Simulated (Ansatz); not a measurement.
**CdS and the effect of the share of exact exchange**

Symmetry: F-43m, No. 216, cubic system. Conventional cell: a = 5.833 Å, b = 5.833 Å, c = 5.833 Å, α = 90.00°, β = 90.00°, γ = 90.00°. Around Cd (site symmetry -43m) lie 4 S at 2.53 Å. S (site symmetry -43m) has 4 Cd at 2.53 Å as nearest neighbours.

Kept alike: task single point; k mesh 5 × 5 × 5; occupations fermi-dirac, width 0.05 eV; no spin polarisation. Program: Ansatz, Ansatz PAW, cutoff 500 eV. The mesh is that of the run's cell of 2 atoms. No spin-orbit coupling.

| share of exact exchange, α | pressure (GPa) |
| --- | --- |
| 0 | 1.50 |
| 0.1 | 1.26 |
| 0.15 | 1.14 |
| 0.25 | 0.92 |
| 0.35 | 0.70 |
| 0.5 | 0.41 |

Pressure is positive in compression, with a Pulay correction for the finite cutoff. All rows use potentials made for PBE. The mesh is thin for exact exchange.

The pressure falls from 1.50 to 0.41 GPa between 0 and 0.5. Exact exchange shortens the bonds here, so the pressure at fixed cell falls.
